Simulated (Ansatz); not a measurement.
Turn this script for Ansatz's Python interface into the input file that the command-line program reads.

Notebook, run cell by cell (the value of a cell's last expression is shown):

```python
import warnings

import ansatz as az
from ase import Atoms
from ase.data import atomic_numbers
from ase.neighborlist import neighbor_list
import matplotlib.pyplot as plt
import numpy as np
import spglib

TOLERANCE = 1e-09
FILLING = "fixed"
```

```python
def edges_and_angles(cell):
    cell = np.asarray(cell)
    a, b, c = np.linalg.norm(cell, axis=1)
    cosines = cell[1] @ cell[2] / (b * c), cell[0] @ cell[2] / (a * c), cell[0] @ cell[1] / (a * b)
    return (a, b, c, *np.degrees(np.arccos(cosines)))
```

```python
warnings.simplefilter("ignore", az.DeckWarning)
```

```python
lattice = az.Lattice.of(
    (0.0, 2.7255, 2.7255),
    (2.7255, 0.0, 2.7255),
    (2.7255, 2.7255, 0.0),
)
sites = [
    ("Al", (0.0, 0.0, 0.0)),
    ("P", (0.25, 0.25, 0.25)),
]
system = az.Crystal(lattice=lattice)
for symbol, position in sites:
    system = system.atom(symbol, position)
```

```python
# edges free, angles fixed
base = (
    system.calculation()
    .pseudopotentials("paw")
    .scf(tolerance=TOLERANCE)
    .occupations(FILLING)
    .functional(az.Functional.PBE)
    .kpoints(6)  # sampling of the Brillouin zone
    .relax(fix_cell=["angles"])  # relax until the tolerances are met
)
steps = []
```

```python
def follow(event):
    if event["event"] != "relax_step":
        return
    row = event["data"]
    steps.append(row)
    print(f"step {row['step']:3d}  E = {row['lagrangian_ev']:.5f} eV  largest force component = {row['allowed_force_max_ev_ang']:.4f} eV/A  P = {row['pressure_gpa']:.3f} GPa")
```

```python
res = base.session().plan(threads=1).execute(on_event=follow)
summary = res.report
```

    step   1  E = -1294.42499 eV  largest force component = 0.0000 eV/A  P = 2.779 GPa
    step   2  E = -1294.43494 eV  largest force component = 0.0000 eV/A  P = 0.694 GPa
    step   3  E = -1294.43561 eV  largest force component = 0.0000 eV/A  P = 0.032 GPa
    step   4  E = -1294.43590 eV  largest force component = 0.0000 eV/A  P = 0.044 GPa

```python
summary["kweights"]
```

    [0.004629629629629629, 0.027777777777777776, 0.027777777777777776, 0.013888888888888888,
     0.027777777777777776, 0.05555555555555555, 0.05555555555555555, 0.05555555555555555,
     0.027777777777777776, 0.027777777777777776, 0.05555555555555555, 0.027777777777777776,
     0.013888888888888888, 0.009259259259259259, 0.027777777777777776, 0.027777777777777776,
     0.027777777777777776, 0.027777777777777776, 0.027777777777777776, 0.05555555555555555,
     0.05555555555555555, 0.05555555555555555, 0.027777777777777776, 0.05555555555555555,
     0.027777777777777776, 0.027777777777777776, 0.009259259259259259, 0.027777777777777776,
     0.027777777777777776, 0.027777777777777776, 0.027777777777777776, 0.004629629629629629]

```python
first, last = steps[0], steps[-1]
symbols = [site.symbol for site in res.lattice.sites]
print(f"energy gained {first['lagrangian_ev'] - last['lagrangian_ev']:.4f} eV in {len(steps) - 1} steps")
for label, vectors in (("before", first["cell_ang"]), ("after", res.lattice.cell_ang)):
    print(label, "a b c (A) {:.4f} {:.4f} {:.4f}  angles {:.2f} {:.2f} {:.2f}".format(*edges_and_angles(vectors)), f" V = {abs(np.linalg.det(vectors)):.3f} A^3")
print("final stress xx yy zz (GPa, compression positive):", np.round(np.diag(summary["stress_gpa"]), 3) + 0.0)
```

    energy gained 0.0109 eV in 3 steps
    before a b c (A) 3.8544 3.8544 3.8544  angles 60.00 60.00 60.00  V = 40.492 A^3
    after a b c (A) 3.8944 3.8944 3.8944  angles 60.00 60.00 60.00  V = 41.763 A^3
    final stress xx yy zz (GPa, compression positive): [0.044 0.044 0.044]

```python
final = Atoms(symbols, positions=last["positions_ang"], cell=res.lattice.cell_ang, pbc=True)
i, j, d = neighbor_list("ijd", final, 4.5)
print("neighbours within 1.1 times the shortest distance of each atom (A)")
for atom in range(len(final)):
    near = [m for m in np.argsort(d) if i[m] == atom]
    shell = [m for m in near if d[m] < 1.1 * d[near[0]]]
    print(f"{symbols[atom]}{atom} ({len(shell)}):", ", ".join(f"{symbols[j[m]]} {d[m]:.3f}" for m in shell))

fig, (top, bottom) = plt.subplots(2, 1, sharex=True, figsize=(4.5, 4))
top.plot([s["lagrangian_ev"] - last["lagrangian_ev"] for s in steps], "o-")
top.set_ylabel("E - E(final) (eV)")
bottom.semilogy([max(s["allowed_force_max_ev_ang"], 1e-6) for s in steps], "s-")
bottom.set(xlabel="step", ylabel="largest force (eV/A)")
fig.tight_layout()
fig.savefig("relax.png", dpi=100)
```

    neighbours within 1.1 times the shortest distance of each atom (A)
    Al0 (4): P 2.385, P 2.385, P 2.385, P 2.385
    P1 (4): Al 2.385, Al 2.385, Al 2.385, Al 2.385

```python
print("atom   start x y z (A)              end x y z (A)")
for symbol, a, b in zip(symbols, first["positions_ang"], last["positions_ang"]):
    print(f"{symbol:3s}", " ".join(f"{v:8.4f}" for v in a), "  ", " ".join(f"{v:8.4f}" for v in b))
```

    atom   start x y z (A)              end x y z (A)
    Al    0.0000   0.0000   0.0000     -0.0000  -0.0000  -0.0000
    P     1.3627   1.3627   1.3627      1.3769   1.3769   1.3769

```python
fractions = [site.position_frac for site in res.lattice.sites]
numbers = [atomic_numbers[s] for s in symbols]
for tolerance in (1e-3, 1e-2, 1e-1):
    print(f"space group at {tolerance} A:", spglib.get_spacegroup((res.lattice.cell_ang, fractions, numbers), symprec=tolerance))

for key in ("converged", "n_iterations", "n_electrons", "n_kpoints", "n_pw", "n_symmetry_ops", "free_energy_ev", "fermi_energy_ev"):
    print(f"{key:18s} {summary[key]}")
```

    space group at 0.001 A: F-43m (216)
    space group at 0.01 A: F-43m (216)
    space group at 0.1 A: F-43m (216)
    converged          True
    n_iterations       3
    n_electrons        8.0
    n_kpoints          32
    n_pw               869
    n_symmetry_ops     6
    free_energy_ev     -1294.4359036194787
    fermi_energy_ev    4.802265368461059

`input.yaml`:
```yaml
crystal:
  lattice:
    - [0.0, 2.7255, 2.7255]
    - [2.7255, 0.0, 2.7255]
    - [2.7255, 2.7255, 0.0]
  atoms:
    - { symbol: Al, position: [0.0, 0.0, 0.0] }
    - { symbol: P, position: [0.25, 0.25, 0.25] }
kpoints:
  mp_grid:
    grid: [6, 6, 6]
hamiltonian:
  xc: pbe
  pseudopotentials:
    kind: paw
scf:
  convergence:
    dr2_threshold: 1.0e-09
  occupations:
    method: fixed
relax:
  cell:
    fix: [angles]
```

Reading the output:
- Total energies depend on the potentials; only differences at equal settings carry meaning. A total without «per atom» is that of the cell as typed.
- Forces vanish by symmetry, so the ions can't move, and the end may be a saddle.
- With fixed filling the reported Fermi level is the top filled level among the k-points of the SCF.
- An absolute Fermi energy rests on an arbitrary zero of the periodic potential and has no direct meaning.
- Energies along a relaxation are free energies. Rows at an unchanged volume are solved on a plane-wave basis chosen afresh for that cell, so the energy jumps there and such rows are no steps of the walk.
- The program warned that this SCF threshold is loose for forces or stresses.
- Edges and angles are those of the cell as typed, here a primitive one, not of the conventional cell.
- Of the deposited cell: the entry's cell lengths or inner coordinates differ somewhat from later room-temperature determinations.
- The structure is a deposited one; some such entries were measured under pressure or heat, so a shift against it needn't be the functional's error alone.
- The script silences the warnings on its input, which a real study should read.
- By the engine's processor time: 2.9 s on 1 thread of Intel(R) Xeon(R) Processor @ 2.30GHz (shared host), peak memory 0.55 GiB.

(A comment or docstring line of the script was reworded after the run, the code is as it ran; lines on the test bed's own set-up are left out of the output.)
